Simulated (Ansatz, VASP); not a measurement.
## Be in VASP and in Ansatz

The input INCAR:

```
SYSTEM = Be
PREC = Accurate
ENCUT = 520
EDIFF = 1E-6
ISMEAR = 0
SIGMA = 0.15
LREAL = .FALSE.
LASPH = .TRUE.
NELM = 80
ALGO = Fast
ISIF = 2
LWAVE = .FALSE.
LCHARG = .FALSE.
GGA = PS
NBANDS = 9
```

KPOINTS

```
Automatic mesh
0
G
  24 24 14
  0 0 0
```

Contents of POSCAR:

```
Be
1.0
    2.2995019849      0.0000000000      0.0000000000
   -1.1497509925      1.9914271350      0.0000000000
    0.0000000000      0.0000000000      3.6009000000
Be
2
Direct
    0.2580104669      0.5160209339      0.1666874948
    0.6666666667      0.3333333333      0.7500000000
```

Input for Ansatz:

```yaml
crystal:
  lattice:
    - [2.2995019849, 0.0, 0.0]
    - [-1.1497509925, 1.991427135, 0.0]
    - [0.0, 0.0, 3.6009]
  atoms:
    - { symbol: Be, position: [0.2580104669, 0.5160209339, 0.1666874948] }
    - { symbol: Be, position: [0.6666666667, 0.3333333333, 0.75] }
basis:
  ecutwfc: 420
kpoints:
  mp_grid: { grid: [24, 24, 14] }
hamiltonian:
  xc: pbesol
scf:
  occupations: { method: gaussian, width: 0.15 }
output:
  forces: true
  stress: true
  eigenvalues: true
```

Alike in both runs: task single point; functional PBEsol; k mesh 24 × 24 × 14; occupations gaussian, width 0.15 eV; no spin polarisation.

```csv
,VASP,Ansatz
version,VASP 6.6.1,Ansatz 0.2.0
potentials or method,"VASP PAW PBE potentials, release 64 (Be)","scalar-relativistic, plane waves, PAW"
plane-wave cutoff (eV),520,420
valence electrons in the cell,4,4
```

VASP gave:

```
gap on the k mesh at the Fermi level (eV)       : none
pressure (GPa)                                  : 3.4
largest component of the traceless stress (GPa) : 14.81
rms of the force components (eV/Å)              : 1.587
```

Which values does Ansatz return?

gap on the k mesh at the Fermi level (eV): none; pressure (GPa): 3.0; largest component of the traceless stress (GPa): 14.70; rms of the force components (eV/Å): 1.568.

Atom by atom the forces differ by 0.019 eV/Å (rms over components). A gap of «none» marks a metal or a gap that the smearing closes. With one functional, cell and mesh, what is left measures potentials, basis and numerics.

Caveats: the PAW data sets were made with another functional, which shifts forces and pressure a little (VASP).
